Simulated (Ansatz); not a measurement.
# Si: Ti on a Si site

Computed with the plane-wave PAW code Ansatz (scalar-relativistic, PAW set soft_2): PBE, no spin polarisation, 420 eV cutoff, k-mesh 2×2×2 shifted by half a step.

The relaxed host crystal (Kohn–Sham gap 0.61 eV):

```xyz
2
Lattice="0.0000 2.7350 2.7350 2.7350 0.0000 2.7350 2.7350 2.7350 0.0000" Properties=species:S:1:pos:R:3 pbc="T T T"
Si    1.3675    1.3675    1.3675
Si    0.0000    0.0000    0.0000
```

Supercell of 32 atoms, rows of the matrix [[-1,-1,-1],[-1,-1,3],[-1,3,-1]] times the cell vectors; Ti on a Si site at (0.250, 0.250, 0.250) in fractions of the cell above. Atoms are relaxed at the host's cell.

Distances from the Ti atom (Å), by shell of the perfect crystal:

| shell | perfect crystal | relaxed, charge 0 |
| --- | --- | --- |
| 4 Si | 2.37 | 2.51 |

```csv
charge,gap of the cell on the mesh (eV),carriers
0,0.97,none in the bands
```

On this mesh the host's own supercell has a gap of 1.39 eV.

Formation energy of the neutral defect: 2.21 eV, taking atoms from and to the elements' standard states (no corrections for gases), so it belongs to those chemical potentials alone.

Caveats: semilocal functionals make gaps too small, which shifts levels too; small supercell, so energies and levels can be off by tenths of an eV; the atoms kept the symmetry of the start, so a distorted state could lie lower.

Titanium pushes its four silicon neighbours outward, from 2.37 to 2.51 Å, as expected for an atom with a larger covalent radius held in a stiff tetrahedral network. As a group 4 element it brings as many valence electrons as the silicon it replaces, enough to fill the four bonds through its s and d orbitals. This fits the absence of carriers in the neutral cell.

The gap on the mesh narrows from 1.39 to 0.97 eV, probably because nominally empty, weakly bonding Ti d states of e character come down below the sampled conduction states. Since the narrowed gap is still wider than the host's 0.61 eV, it does not establish a level inside the true gap, nor any donor or acceptor activity.

The positive formation energy of 2.21 eV means that incorporation from the elements costs energy, and equilibrium with a stable titanium silicide would raise that cost further. Titanium is known to favour interstitial sites in silicon, a preference that this substitutional result alone can neither confirm nor contradict.
